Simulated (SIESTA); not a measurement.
Fe:

```xyz
1
Lattice="-1.4430 1.4430 1.4430 1.4430 -1.4430 1.4430 1.4430 1.4430 -1.4430" Properties=species:S:1:pos:R:3 pbc="T T T"
Fe    0.0000    0.0000    0.0000
```

Alike in all runs: program SIESTA 5.4.2; functional PBE; potentials or basis PseudoDojo 0.4 standard (PBE files); basis DZP (energy shift 0.003 Ry; two zetas on semicore shells); grid cutoff 800 Ry; energy shift 0.003 Ry; k mesh 13 × 13 × 13; occupations fermi-dirac, width 0.05 eV.

Starts and where they ended:

```tsv
start	free energy over the lowest (meV/atom)	net moment (μB)	site or absolute moments (μB)	gap
collinear spin, fm_larger start of up to 4.5 μB	0.0	2.44	Fe +2.44	none (metal or under the smearing width)
non-collinear spin, random start of up to 2.74 μB	0.0	2.44	-	none (metal or under the smearing width)
collinear spin, zero start	682.9	0.00	-	none (metal or under the smearing width)
collinear spin, ferromagnetic start of up to 3 μB	0.0	2.44	Fe +2.44	none (metal or under the smearing width)
```

The spin-polarised runs without a constraint all converged, yet they end up to 683 meV/atom apart: a converged run can sit in a state that isn't the lowest. A still lower state may exist.

Caveats: the basis of atomic orbitals isn't converged, which shifts pressures, moduli and gaps.
